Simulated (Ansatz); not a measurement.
From formation energies to a reaction energy: GaP2

All numbers below come from DFT PBE, scalar-relativistic, plane waves, PAW in Ansatz. Settings: cutoff 420 eV, Γ-centred meshes spaced at most about 0.3 Å⁻¹, and about 0.25 Å⁻¹ or finer for metals (2π included), Gaussian smearing. No spin polarisation.

The zero of energy is the elements' standard structures at the same level; no fitted shifts are applied. The references include black phosphorus.

These are static total energies at zero pressure. The reference form of P is held partly by dispersion forces, which this level lacks.

A trial structure of GaP2 (reached from: EuIn2 type (P6_3/mmc); relaxed: space group P6_3/mmc (No. 194), a = 3.434 Å, c = 9.850 Å) has a formation energy of 0.082 eV/atom. It holds P–P nets (shortest 2.38 Å). At its composition the lowest mixture among the elements and 1 reference phase computed alike (others may be missing) consists of these:

| phase | source | ΔE_f (eV/atom) |
| --- | --- | --- |
| P (solid) | element | -0.001 |
| GaP (F-43m) | Materials Project | -0.432 |

The lowest database cell of P (-0.001) lies slightly below the reference, hence the non-zero entry.

Task: Write the balanced decomposition and find its energy per atom, per formula unit and per mole of formula units.

Result: Balancing Ga and P gives GaP2 → P + GaP. The left side holds 3 atoms, and the products take 1/3 (P) and 2/3 (GaP) of them. The mixture therefore lies at 1/3 × (-0.001) + 2/3 × (-0.432) = -0.288 eV/atom. The reaction energy is -0.288 − (0.082) = -0.370 eV/atom. Times 3 atoms that is -1.110 eV per GaP2, and times 96.485 it is -107 kJ per mole of GaP2. Decomposition is downhill, so the trial structure is unstable against this mixture.
